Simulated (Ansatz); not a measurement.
## Tungsten (dhcp) across density functionals

All rows: Ansatz, plane waves with scalar-relativistic PAW, 420 eV (500 eV for the SCAN forms), relaxed under each functional, no dispersion correction, no zero-point motion. B₀ comes from uniform scaling at fixed shape; a dash is a value not given.

| functional | V (Å³/atom) | cell | B₀ (GPa) | magnetic state | ΔE to bcc (meV/atom) |
| --- | --- | --- | --- | --- | --- |
| r²SCAN | 16.27 | a = 2.765 Å, c = 9.831 Å (c/a = 3.556) | 297 | spin not included | 554 |
| PBEsol | 16.03 | a = 2.762 Å, c = 9.705 Å (c/a = 3.514) | 300 | spin not included | 495 |
| revPBE | 16.65 | a = 2.794 Å, c = 9.854 Å (c/a = 3.527) | 275 | spin not included | 481 |
| RPBE | 16.71 | a = 2.797 Å, c = 9.868 Å (c/a = 3.528) | 273 | spin not included | 480 |
| BLYP | 17.09 | a = 2.812 Å, c = 9.983 Å (c/a = 3.550) | 257 | spin not included | 436 |

**Question.** What does PBE give?

**Answer.** V (Å³/atom): 16.50; cell: a = 2.786 Å, c = 9.817 Å (c/a = 3.523); B₀ (GPa): 282; magnetic state: spin not included; ΔE to bcc (meV/atom): 483.
